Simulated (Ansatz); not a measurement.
The calculation used DFT PBE, scalar-relativistic, plane waves, PAW (Ansatz). All cells share a 420 eV cutoff and Γ-centred k meshes spaced at most about 0.3 Å⁻¹ (2π included). Spin is collinear in cells that carry moments; the others ran without spin or lost their moments.

Temperature and zero-point effects are left out.

Question: Order these relaxed structures of Al2O5 by energy, lowest first, with the energy over the lowest of them.
A. (no moments) Space group C2/m (No. 12), monoclinic, a = 11.788 Å, b = 3.050 Å, c = 3.742 Å, β = 91.6°. Around Al lie 1 O at 1.69 Å, 2 O at 1.91 Å and 3 O at 2.04–2.09 Å; around O on a site of symmetry 2/m lie 2 Al at 1.69 Å; O on a site of symmetry m is surrounded by 1 O at 1.47 Å and 2 Al at 1.91 Å; around O on a second site of symmetry m lie 1 O at 1.47 Å and 3 Al at 2.04–2.09 Å.
B. (parallel moments up to 0.6 μB) Space group P-3m1 (No. 164), trigonal, a = 2.908 Å, c = 12.214 Å. Al is surrounded by 3 O at 1.81 Å and 3 O at 2.17 Å; O on a site of symmetry 3m has 3 Al at 1.81 Å; O on a site of symmetry -3m has 6 Al at 2.17 Å; around O on a second site of symmetry 3m lies 1 O at 1.22 Å.
C. (no moments) Space group C2/m (No. 12), monoclinic, a = 10.559 Å, b = 3.020 Å, c = 6.715 Å, β = 125.4°. Al has 3 O at 1.77–1.78 Å and 1 O at 1.90 Å; O on a site of symmetry m has 1 Al at 1.78 Å and 2 O at 1.96 Å; O on a site of symmetry 2/m is surrounded by 4 O at 1.96 Å (long against the sum of covalent radii); around O on a second site of symmetry m lie 2 Al at 1.77 Å and 1 Al at 1.90 Å.
D. (no moments) Space group Pmmn (No. 59), orthorhombic, a = 3.757 Å, b = 11.435 Å, c = 3.724 Å. Al has 1 O at 1.69 Å, 4 O at 1.89–1.97 Å and 1 O at 2.18 Å; O on a site of symmetry m is surrounded by 1 O at 1.52 Å and 2 Al at 1.89–1.91 Å; O on a site of symmetry mm2 has 2 Al at 1.69 Å; O on a second site of symmetry m is surrounded by 1 O at 1.52 Å, 2 Al at 1.97 Å and 1 Al at 2.18 Å.

Answer: B (0 meV/atom), D (275 meV/atom), A (293 meV/atom), C (599 meV/atom). Counting O atoms around Al (those within 1.25 times the shortest such distance or 1.15 times the sum of covalent radii, 1.27 where that leaves under three; a plus sign parts nearer from farther groups): B has Al 3+3; D has Al 1+4; A has Al 1+5; C has Al 4. B holds O–O pairs (shortest 1.22 Å, as in O₂); D holds O–O pairs (shortest 1.52 Å, as in peroxide); A holds O–O pairs (shortest 1.47 Å, as in peroxide) (bonds between like non-metal atoms; other contacts aren't counted). All come from invented guesses. The lowest form computed isn't among them: it has space group P1 (No. 1), 12.9 Å³/atom and lies 31 meV/atom below the best shown.

Weakly bound directions are ill-defined at this level, which has no dispersion term (P-3m1, C2/m at 12.5 Å³/atom), and this can change margins and order among such cells. The magnetic state reached may not be the lowest. Cells relaxed within their symmetry can be saddle points. Some candidate types were left out of the draw beforehand, so a known form may be missing.
